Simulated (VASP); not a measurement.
# Rb (Fm-3m) in VASP: further runs, part 2 of 2

VASP 6.6.1. Earlier steps stand in the parts before.

### 6 Single point, r2SCAN

File INCAR:

```
  PREC = Accurate
  ENCUT = 300
  EDIFF = 1E-6
  ISMEAR = -1
  SIGMA = 0.15
  LREAL = F
  LASPH = T
  NELM = 100
  ALGO = Normal
  ISIF = 2
  LWAVE = F
  LCHARG = F
  METAGGA = R2SCAN
  LMIXTAU = T
  ADDGRID = F
```

File KPOINTS:

```
Automatic mesh
0
Gamma
  10 10 10
```

File POSCAR:

```
Rb
1.0
    0.0000000000      3.6398846700      3.6398846700
    3.6398846700      0.0000000000      3.6398846700
    3.6398846700      3.6398846700      0.0000000000
Rb
1
Direct
    0.0000000000      0.0000000000      0.0000000000
```

Potentials or basis: VASP PAW PBE potentials, release 64 (Rb_sv).

The run is started by

```
$ cat potpaw_PBE.64/Rb_sv/POTCAR > POTCAR
$ mpirun -np 1 vasp_std > vasp.out
```

OUTCAR:

```text
PREC = Accurate
   ENCUT = 300
   EDIFF = 1E-6
   ISMEAR = -1
   LREAL = F
   LASPH = T
   NELM = 100
   ISIF = 2
   METAGGA = R2SCAN

 Found     47 irreducible k-points:

 Following reciprocal coordinates:
            Coordinates               Weight
  0.000000  0.000000  0.000000      1.000000
  0.100000  0.000000  0.000000      8.000000
  0.200000  0.000000  0.000000      8.000000
  0.300000  0.000000  0.000000      8.000000
  0.400000  0.000000  0.000000      8.000000
  0.500000  0.000000  0.000000      4.000000
   k-points           NKPTS =     47   k-points in BZ     NKDIM =     47   number of bands    NBANDS=      8
   number of dos      NEDOS =    301   number of ions     NIONS =      1
   total plane-waves  NPLWV =  27000
   dimension x,y,z NGX =    30 NGY =   30 NGZ =   30
   dimension x,y,z NGXF=    60 NGYF=   60 NGZF=   60
   ions per type =               1
   NGX,Y,Z   is equivalent  to a cutoff of   9.69,  9.69,  9.69 a.u.
   NGXF,Y,Z  is equivalent  to a cutoff of  19.38, 19.38, 19.38 a.u.
 SYSTEM =  unknown system
   PREC   = accura    normal or accurate (medium, high low for compatibility)
   ISTART =      0    job   : 0-new  1-cont  2-samecut
   ICHARG =      2    charge: 1-file 2-atom 10-const
   ISPIN  =      1    spin polarized calculation?
   LNONCOLLINEAR =      F non collinear calculations
   LSORBIT =      F    spin-orbit coupling
   LASPH  =      T    aspherical Exc in radial PAW
   ENCUT  =  300.0 eV  22.05 Ry    4.70 a.u.   7.27  7.27  7.27*2*pi/ulx,y,z
   NELM   =    100;   NELMIN=  2; NELMDL= -5     # of ELM steps
   EDIFF  = 0.1E-05   stopping-criterion for ELM
   LREAL  =      F    real-space projection
   EDIFFG = 0.1E-04   stopping-criterion for IOM
   NSW    =      0    number of steps for IOM
   IBRION =     -1    ionic relax: 0-MD 1-quasi-New 2-CG
   NFREE  =      0    steps in history (QN), initial steepest desc. (CG)
   ISIF   =      2    stress and relaxation
   ISYM   =      2    0-nonsym 1-usesym 2-fastsym
   POTIM  = 0.5000    time-step for ionic-motion
   TEBEG  =    0.0;   TEEND  =   0.0 temperature during run
   PSTRESS=    0.0 pullay stress
   NELECT =       9.0000    total number of electrons
   NUPDOWN=      -1.0000    fix difference up-down
   EMIN   =  10.00;   EMAX   =-10.00  energy-range for DOS
   EFERMI =   0.00;   METHOD = LEGACY
   ISMEAR =    -1;   SIGMA  =   0.15  broadening in eV -4-tet -1-fermi 0-gaus
   EFERMI_NEDOS =   21; number of points for ismear=-14 and -15
   IALGO  =     38    algorithm
   IMIX   =      4    mixing-type and parameters
     AMIX     =   0.40;   BMIX     =  1.00
     AMIX_MAG =   1.60;   BMIX_MAG =  1.00
  volume/ion in A,a.u.               =      96.45       650.86
  Fermi-wavevector in a.u.,A,eV,Ry     =   0.742548  1.403213  7.501953  0.551378
  Thomas-Fermi vector in A             =   1.837453
   LORBIT       =      0    0 simple, 1 ext, 2 COOP (PROOUT), +10 PAW based schemes
   METAGGA = R2SCAN    functional components
   LHFCALC =     F    Hartree Fock is set to
   AEXX    =    0.0000 exact exchange contribution
   IVDW    =     0    specifies the selected vdW correction
   LEPSILON=     F    determine dielectric tensor
   LRPA    =     F    only Hartree local field effects (RPA)
 non-spin polarized calculation
  energy-cutoff  :      300.00
  volume of cell :       96.45
 maximum number of plane-waves:      1159
 NGX is ok and might be reduce to    30
   NGX = 15   NGY = 15   NGZ = 15

 number of electron       9.0000000 magnetization

 Free energy of the ion-electron system (eV)
  ---------------------------------------------------
  ext. energy  EPLUGINS =         0.00000000
  ---------------------------------------------------
  free energy    TOTEN  =       -13.94875454 eV

  energy without entropy =      -13.88547271  energy(sigma->0) =      -13.91711362

 E-fermi :  -0.0679     XC(G=0):  -5.5843

 val. band max:       -0.1031105511   @ k =   0.5000   0.3000   0.1000
 cond. band min:       0.0126114462   @ k =   0.4000   0.4000   0.0000
 fundamental gap:      0.1157219972
 Fermi energy:        -0.0679343175

 k-point     1 :       0.0000    0.0000    0.0000
  band No.  band energies     occupation
      1     -30.1619      2.00000
      2     -13.6571      2.00000
      3     -13.6571      2.00000
      4     -13.6571      2.00000
      5      -2.0801      2.00000
      6       3.8980      0.00000
      7       3.8980      0.00000
      8       3.8980      0.00000

 k-point     2 :       0.1000    0.0000    0.0000
  band No.  band energies     occupation
      1     -30.1616      2.00000
      2     -13.6649      2.00000
      3     -13.6581      2.00000
      4     -13.6581      2.00000
      5      -1.9674      1.99999
      6       3.5373      0.00000
      7       3.9432      0.00000
      8       3.9432      0.00000

 k-point     3 :       0.2000    0.0000    0.0000
  band No.  band energies     occupation
      1     -30.1608      2.00000
      2     -13.6851      2.00000
      3     -13.6608      2.00000
      4     -13.6608      2.00000
      5      -1.6378      1.99994
      6       2.8182      0.00000
      7       3.9861      0.00000
      8       3.9861      0.00000

 k-point     4 :       0.3000    0.0000    0.0000
  band No.  band energies     occupation
      1     -30.1598      2.00000
      2     -13.7099      2.00000
      3     -13.6642      2.00000
      4     -13.6642      2.00000
      5      -1.1166      1.99816
      6       2.0138      0.00000
      7       3.8711      0.00000
      8       3.8711      0.00000

 k-point     5 :       0.4000    0.0000    0.0000
  band No.  band energies     occupation
      1     -30.1590      2.00000
      2     -13.7297      2.00000
      3     -13.6669      2.00000
      4     -13.6669      2.00000
      5      -0.4458      1.85096
      6       1.1861      0.00047
      7       3.7185      0.00000
      8       3.7185      0.00000

 k-point     6 :       0.5000    0.0000    0.0000
  band No.  band energies     occupation
      1     -30.1587      2.00000
      2     -13.7373      2.00000
      3     -13.6680      2.00000
      4     -13.6680      2.00000
      5       0.2073      0.27525
      6       0.4837      0.04933
      7       3.6574      0.00000
      8       3.6574      0.00000

 [... further k-points ...]

------------------------ aborting loop because EDIFF is reached ----------------------------------------

  FORCE on cell =-STRESS in cart. coord.  units (eV):
  Direction    XX          YY          ZZ          XY          YZ          ZX
  --------------------------------------------------------------------------------------
  -------------------------------------------------------------------------------------
  Total       -0.0323733     -0.0323733     -0.0323733      0.0000000      0.0000000      0.0000000
  in kB       -0.5377806     -0.5377806     -0.5377806      0.0000000      0.0000000      0.0000000
  external PRESSURE =      -0.5377806 kB  Pullay stress =       0.0000000 kB

 VOLUME and BASIS-vectors are now :
 -----------------------------------------------------------------------------
  energy-cutoff  :      300.00
  volume of cell :       96.45
      direct lattice vectors                 reciprocal lattice vectors
     0.000000000  3.639884670  3.639884670    -0.137366990  0.137366990  0.137366990
     3.639884670  0.000000000  3.639884670     0.137366990 -0.137366990  0.137366990
     3.639884670  3.639884670  0.000000000     0.137366990  0.137366990 -0.137366990

 POSITION                                       TOTAL-FORCE (eV/Angst)
 -----------------------------------------------------------------------------------
      0.00000      0.00000      0.00000         0.000000     -0.000000     -0.000000
 -----------------------------------------------------------------------------------
    total drift:                               -0.000000     -0.000000      0.000000

  FREE ENERGIE OF THE ION-ELECTRON SYSTEM (eV)
  ---------------------------------------------------
  free  energy   TOTEN  =       -13.9487545371 eV

  energy  without entropy=      -13.8854727116  energy(sigma->0) =      -13.91711362
```

OSZICAR:

```text
N       E                     dE             d eps       ncg     rms          rms(c)
DAV:   1     0.225808817061E+02    0.22581E+02   -0.27114E+03   752   0.557E+02
DAV:   2    -0.148770145635E+02   -0.37458E+02   -0.37235E+02   824   0.130E+02
DAV:   3    -0.169878237179E+02   -0.21108E+01   -0.21069E+01  1128   0.334E+01
DAV:   4    -0.170466269143E+02   -0.58803E-01   -0.58671E-01  1120   0.484E+00
[... 36 lines left out ...]
DAV:  41    -0.139487433162E+02   -0.89011E-05   -0.43136E-06   752   0.223E-02    0.532E-03
DAV:  42    -0.139487485337E+02   -0.52175E-05   -0.28697E-06   768   0.165E-02    0.328E-03
DAV:  43    -0.139487528886E+02   -0.43549E-05   -0.25400E-06   800   0.176E-02    0.194E-03
DAV:  44    -0.139487541190E+02   -0.12304E-05   -0.88919E-07   768   0.121E-02    0.863E-04
DAV:  45    -0.139487545371E+02   -0.41808E-06   -0.64378E-07   768   0.804E-03
   1 F= -.13948755E+02 E0= -.13917114E+02  d E =-.632818E-01
```

It took 1.7 min on 1 thread of Intel Xeon 6975P-C (Granite Rapids), shared host; peak memory 0.17 GiB.

The run converged, but some of its settings lie outside the range that counts as converged, so its numbers aren't taken as properties of the crystal.

Results:

```
Free energy            : -13.9488 eV
Pressure               : -0.1 GPa
Band gap on the k mesh : none (metal or under the smearing width)
```

Caveat: the PAW data sets were made with another functional, which shifts forces and pressure a little.
